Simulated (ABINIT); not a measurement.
# Mo: band structure with r2SCAN

The system is Mo.

```
Mo
1.0
    -1.58381    1.58381    1.58381
     1.58381   -1.58381    1.58381
     1.58381    1.58381   -1.58381
Mo
1
Direct
  0.00000 0.00000 0.00000
```

* Program: ABINIT 10.8.3 (patched build)
* Task: band structure
* Functional: r2SCAN
* Potentials or basis: Ansatz NC r2SCAN
* Cutoff: 1306 eV
* k mesh: 12 × 12 × 12
* Occupations: fermi-dirac, width 0.05 eV
* Spin: no spin polarisation

```
Pressure                                              : -4.5 GPa
Band gap on the k mesh                                : none (metal or under the smearing width)
Valence electrons inside the program's atomic spheres : Mo 10.50 (radii [1.0584] Å)
```

Levels at the corners of the path, in eV from the Fermi level:
```csv
point,band 4,band 5,band 6,band 7,band 8,band 9,band 10,band 11
Γ,-35.72,-7.58,-1.38,-1.38,-1.38,1.89,1.89,15.31
H,-36.70,-5.49,-5.49,4.05,4.05,4.05,9.34,9.34
N,-35.73,-5.47,-3.49,1.51,1.86,2.54,4.81,11.99
Γ,-35.72,-7.58,-1.38,-1.38,-1.38,1.89,1.89,15.31
P,-36.44,-2.76,-2.76,-2.76,2.67,2.67,10.12,11.83
H,-36.70,-5.49,-5.49,4.05,4.05,4.05,9.34,9.34
```

Run time: 100 s on 4 MPI ranks on Arm Neoverse V2, with other jobs on the host, peak memory 0.44 GiB a rank.
